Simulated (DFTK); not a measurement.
# SnTe (Fm-3m) in DFTK: settings compared, part 2 of 2

DFTK 0.8.2. The steps go on from the part before.

## Step 4: Band structure, r2SCAN

The input, run.jl:

```julia
using DFTK
using PseudoPotentialData
using Unitful, UnitfulAtomic
using LinearAlgebra, Printf
include("save.jl")
disable_threading()

lines = readlines("SnTe.cif")
tag(name) = parse(Float64, split(only(filter(startswith(name), lines)))[2])
a, b, c = tag.(["_cell_length_a", "_cell_length_b", "_cell_length_c"])
α, β, γ = deg2rad.(tag.(["_cell_angle_alpha", "_cell_angle_beta", "_cell_angle_gamma"]))
cx, cy  = cos(β), (cos(α) - cos(β) * cos(γ)) / sin(γ)
lattice = austrip(1u"Å") * [a b*cos(γ) c*cx; 0 b*sin(γ) c*cy; 0 0 c*sqrt(1 - cx^2 - cy^2)]
sites     = split.(lines[findlast(startswith("_atom_site_"), lines)+1:end])
symbols   = [Symbol(s[2]) for s in sites]
positions = [parse.(Float64, s[5:7]) for s in sites]
pseudopotentials = PseudoFamily("cp2k.nc.sr.pbe.v0_1.semicore.gth")
elements = Dict(s => ElementPsp(s, pseudopotentials) for s in unique(symbols))
atoms    = [elements[s] for s in symbols]

build_model(lattice, positions; symmetries=true) =
    model_DFT(lattice, atoms, positions;
              functionals=r2SCAN(),
              temperature=austrip(0.05u"eV"),
              smearing=Smearing.FermiDirac(),
              symmetries)
Ecut  = 35.0  # hartree
kgrid = [7, 7, 7]
tol   = 1e-6
to_GPa = ustrip(uconvert(u"GPa", 1u"hartree/bohr^3"))

model = build_model(lattice, positions)
basis = PlaneWaveBasis(model; Ecut, kgrid)
display(basis)
scfres = self_consistent_field(basis;
                               tol,
                               nbandsalg=AdaptiveBands(model; n_bands_converge=10),
                               solver=ScfAndersonSolver())
display(scfres.energies)
@printf "Fermi level: %.6f eV\n" ustrip(auconvert(u"eV", something(scfres.εF, NaN)))
forces = compute_forces_cart(scfres)
println("Forces (eV/Å)")
for (s, f) in zip(symbols, forces)
    @printf "%-3s %12.6f %12.6f %12.6f\n" s ustrip.(auconvert.(u"eV/Å", f))...
end
stress = compute_stresses_cart(scfres)
println("Stress (GPa)")
display(round.(stress * to_GPa; digits=4))
println("Levels at the first k-point (eV): ", round.(ustrip.(auconvert.(u"eV", scfres.eigenvalues[1][1:scfres.n_bands_converge])); digits=4))
save_scf!(scfres; forces, stress)

points = Dict("G" => [0.0, 0.0, 0.0], "K" => [0.375, 0.375, 0.75], "L" => [0.5, 0.5, 0.5], "U" => [0.625, 0.25, 0.625], "W" => [0.5, 0.25, 0.75], "X" => [0.5, 0.0, 0.5])
segments = [("G", "X", 7), ("X", "W", 4), ("W", "K", 3), ("K", "G", 7), ("G", "L", 6), ("L", "U", 4), ("U", "W", 3), ("W", "L", 5), ("L", "K", 4), ("U", "X", 3)]
kcoords = vcat([[points[a] + t * (points[b] - points[a]) for t in range(0, 1, n)] for (a, b, n) in segments]...)
bands = compute_bands(scfres, ExplicitKpoints(kcoords); n_bands=12, tol=1e-5)
for (k, ε) in zip(bands.basis.kpoints, bands.eigenvalues)
    @printf "%d %8.4f %8.4f %8.4f " k.spin k.coordinate...
    println(join([@sprintf("%9.4f", e) for e in ustrip.(auconvert.(u"eV", ε .- scfres.εF))]))
end
results["band_energies"] = rows(bands.eigenvalues); results["band_kpoints"] = rows(kcoords)
```

The input, SnTe.cif:

```cif
data_SnTe
_cell_length_a 4.45597480
_cell_length_b 4.45597480
_cell_length_c 4.45597480
_cell_angle_alpha 60.00000000
_cell_angle_beta 60.00000000
_cell_angle_gamma 60.00000000
_space_group_name_H-M_alt 'P1'
_space_group_name_Hall 'P 1'
_space_group_IT_number 1
loop_
_space_group_symop_operation_xyz
'x,y,z'
loop_
_atom_site_label
_atom_site_type_symbol
_atom_site_symmetry_multiplicity
_atom_site_Wyckoff_symbol
_atom_site_fract_x
_atom_site_fract_y
_atom_site_fract_z
_atom_site_occupancy
Te1 Te 1 a 0.5000000000 0.5000000000 0.5000000000 1
Sn1 Sn 1 a 0.0000000000 0.0000000000 0.0000000000 1
```

Potentials or basis: cp2k.nc.sr.pbe.v0_1.semicore.gth (PBE, GTH).

Run with:

```bash
julia --threads=1 run.jl  # save.jl only writes the numbers to a file and isn't shown; printed stress counts tension as positive; times include loading and compiling
```

Standard output:

```text
PlaneWaveBasis discretization:

    Ecut                 : 35.0 Ha
    fft_size             : (48, 48, 48), 110592 total points
    kgrid                : MonkhorstPack([7, 7, 7])
    num.   red. kpoints  : 343
    num. irred. kpoints  : 20

    Discretized Model(mgga_x_r2scan+mgga_c_r2scan, 3D):
        lattice (in Bohr)    : [8.42057   , 4.21029   , 4.21029   ]
                               [0         , 7.29243   , 2.43081   ]
                               [0         , 0         , 6.87537   ]
        unit cell volume     : 422.19 Bohr³

        atoms                : SnTe
        pseudopot. family    : PseudoFamily("cp2k.nc.sr.pbe.v0_1.semicore.gth")

        num. electrons       : 10
        spin polarization    : none
        temperature          : 0.0018375 Ha
        smearing             : DFTK.Smearing.FermiDirac()

[... 19 lines left out ...]
 10   -11.68086591552      -10.37       -5.99       -6.07    2.4    5.48s
 11   -11.68086591553      -11.66       -6.13       -6.26    3.2    7.31s
Energy breakdown (in Ha):
    Kinetic             3.6424821
    AtomicLocal         -2.9507649
    AtomicNonlocal      0.3516047
    Ewald               -12.2064207
    PspCorrection       1.6487752
    Hartree             0.6689385
    Xc                  -2.8354775
    Entropy             -0.0000032

    total               -11.680865915525
Fermi level: 1.996714 eV
Forces (eV/Å)
Te     -0.000000    -0.000000    -0.000000
Sn      0.000000    -0.000000     0.000000
Stress (GPa)
3×3 StaticArraysCore.SMatrix{3, 3, Float64, 9} with indices SOneTo(3)×SOneTo(3):
 -2.6928  -0.0     -0.0
  0.0     -2.6928  -0.0
  0.0      0.0     -2.6928
Levels at the first k-point (eV): [-11.6344, -2.9343, -0.4855, -0.4855, -0.4855, 5.4678, 5.4678, 5.4678, 6.9362, 6.9362]
1   0.0000   0.0000   0.0000  -13.6311  -4.9310  -2.4822  -2.4822  -2.4822   3.4711   3.4711   3.4711   4.9395   4.9395   4.9395   7.0693
1   0.0833   0.0000   0.0833  -13.5477  -5.4084  -2.6316  -2.6316  -1.8149   2.2657   3.4864   3.4864   4.5181   5.3810   5.3810   7.1595
1   0.1667   0.0000   0.1667  -13.3055  -6.1765  -2.9999  -2.9999  -0.9874   0.8748   3.6512   3.6512   3.7910   6.4962   6.4962   7.4270
1   0.2500   0.0000   0.2500  -12.9338  -6.7917  -3.4336  -3.4336  -2.3032   2.0225   3.1425   4.0136   4.0136   7.8594   8.0455   8.0455
1   0.3333   0.0000   0.3333  -12.4986  -7.1343  -3.9811  -3.8106  -3.8106   2.6593   3.9302   4.4952   4.4952   8.4207   9.6302   9.8885
1   0.4167   0.0000   0.4167  -12.1237  -7.1357  -5.3510  -4.0598  -4.0598   2.3646   4.9415   4.9415   5.7682   9.0012  10.5622  11.6104
[... 38 lines left out ...]
1   0.5625   0.1250   0.5625  -11.9444  -7.3226  -5.9322  -4.0161  -3.7701   2.6830   4.3797   4.6870   6.4329   9.9790  10.2602  10.4889
1   0.5000   0.0000   0.5000  -11.9708  -6.9400  -6.0361  -4.1464  -4.1464   2.2657   5.1331   5.1331   6.6787   9.2924  11.4803  11.6649
```

Run time: 2.7 min. Hardware: 1 thread of Intel Xeon 6975P-C (Granite Rapids), shared host; peak memory 1.8 GiB.

What came out:

| Item | Value |
| --- | --- |
| Free energy | -317.8526 eV |
| Pressure | 2.7 GPa |
| Band gap along the path | 0.02 eV, direct |

Levels at the corners of the path, in eV from the Fermi level:
| point | band 1 | band 2 | band 3 | band 4 | band 5 | band 6 | band 7 | band 8 | band 9 | band 10 |
| --- | --- | --- | --- | --- | --- | --- | --- | --- | --- | --- |
| Γ | -13.63 | -4.93 | -2.48 | -2.48 | -2.48 | 3.47 | 3.47 | 3.47 | 4.94 | 4.94 |
| X | -11.97 | -6.94 | -6.04 | -4.15 | -4.15 | 2.27 | 5.13 | 5.13 | 6.68 | 9.29 |
| W | -11.86 | -7.92 | -5.26 | -5.26 | -1.07 | 0.78 | 4.85 | 4.85 | 6.35 | 6.35 |
| K | -11.92 | -7.98 | -5.63 | -3.63 | -3.01 | 3.02 | 3.20 | 4.40 | 5.80 | 8.55 |
| Γ | -13.63 | -4.93 | -2.48 | -2.48 | -2.48 | 3.47 | 3.47 | 3.47 | 4.94 | 4.94 |
| L | -12.26 | -8.94 | -2.15 | -2.15 | 0.02 | 0.04 | 0.23 | 0.23 | 8.26 | 9.26 |
| U | -11.92 | -7.98 | -5.63 | -3.63 | -3.01 | 3.02 | 3.20 | 4.40 | 5.80 | 8.55 |
| W | -11.86 | -7.92 | -5.26 | -5.26 | -1.07 | 0.78 | 4.85 | 4.85 | 6.35 | 6.35 |
| L | -12.26 | -8.94 | -2.15 | -2.15 | 0.02 | 0.04 | 0.23 | 0.23 | 8.26 | 9.26 |
| K | -11.92 | -7.98 | -5.63 | -3.63 | -3.01 | 3.02 | 3.20 | 4.40 | 5.80 | 8.55 |
| U | -11.92 | -7.98 | -5.63 | -3.63 | -3.01 | 3.02 | 3.20 | 4.40 | 5.80 | 8.55 |
| X | -11.97 | -6.94 | -6.04 | -4.15 | -4.15 | 2.27 | 5.13 | 5.13 | 6.68 | 9.29 |

Caveat: this odd mesh misses L, where the gap lies, so gap, dielectric constants and Born charges aren't listed; GTH potentials come without recommended cutoffs, and this one wasn't checked for convergence; the potentials were made for another functional, which shifts forces and pressure; spin-orbit coupling is left out, which moves the levels of the heavy elements.

## Step 5: The runs side by side

| level | potentials or basis | k mesh | cutoff (eV) | valence electrons | SCF solver | pressure (GPa) |
| --- | --- | --- | --- | --- | --- | --- |
| LDA | cp2k.nc.sr.lda.v0_1.largecore.gth (LDA, GTH) | 7 × 7 × 7 | 735 | Sn 4, Te 6 | - | -1.6 |
| PBEsol | SPMS 1.0 (PBE) | 6 × 6 × 6 | 1225 | Sn 14, Te 16 | - | -0.4 |
| r2SCAN | cp2k.nc.sr.pbe.v0_1.semicore.gth (PBE, GTH) | 7 × 7 × 7 | 952 | Sn 4, Te 6 | ScfAndersonSolver | 2.7 |

Alike in all rows: task band structure; no spin polarisation; cell as given; smearing fermi-dirac 0.05 eV.

Caveats: spin-orbit coupling is left out, which moves the levels of the heavy elements; GTH potentials come without recommended cutoffs, and this one wasn't checked for convergence (some runs); the potentials were made for another functional, which shifts forces and pressure (some runs).

Absolute energies hang on the potentials; compare differences alone.

## Step 6: How close it comes

Step 2. Against the measured gap of SnTe, 0.18 eV (direct; 300 K; a printed reference work, textbook), the calculated 0.11 eV is off by -0.07 eV. Spin-orbit coupling on Sn, Te is left out. The value is that of LDA, without temperature or zero-point motion. Semilocal functionals fall short of measured gaps as a rule.

Step 3. A measured gap of SnTe is 0.18 eV (direct; 300 K; a printed reference work, textbook); the calculated 0.15 eV misses it by -0.03 eV. Spin-orbit coupling on Sn, Te is left out. The value is that of PBEsol, without temperature or zero-point motion. Semilocal functionals fall short of measured gaps as a rule.

Step 4. Measured gap of SnTe: 0.18 eV (direct; 300 K; a printed reference work, textbook). This calculation gives 0.02 eV (-0.16 eV). Spin-orbit coupling on Sn, Te is left out. The value is that of r2SCAN, without temperature or zero-point motion.
